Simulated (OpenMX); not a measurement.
Runs of OpenMX 3.8.5 on B. It takes space group P4/mmm (No. 123, tetragonal). Conventional cell: a = 2.346 Å, b = 2.346 Å, c = 1.586 Å, α = 90.00°, β = 90.00°, γ = 90.00°. B (site symmetry 4/mmm) has 2 B at 1.59 Å as nearest neighbours. The cell was built by a generator and needn't be a form met in nature.

```csv
cell,mesh quality,gap on the mesh (eV),pressure (GPa)
"P4/mmm, 8.73 Å³/atom",coarse,none,1.8
"P4/mmm, 9.08 Å³/atom",not flagged,none,-4.8
"P4/mmm, 8.03 Å³/atom",coarse,none,18.5
"P4/mmm, 9.43 Å³/atom",not flagged,none,(a)
"P4/mmm, 7.68 Å³/atom",coarse,none,(b)
```

Alike in all rows: task single point; level PBE; potentials or basis OpenMX 2013 PBE set, B7.0-s2p2d1, grid cutoff 300 Ry; no spin polarisation; k mesh 9 × 9 × 11; smearing fermi-dirac 0.05 eV.

**Question.** Fill in the values left out.

**Answer.** (a) -10.3; (b) 28.6.

Caveats: some runs use coarse meshes; the basis of atomic orbitals isn't converged, which shifts pressures, moduli and gaps.

A gap of «none» marks a metal or a gap under the smearing width.
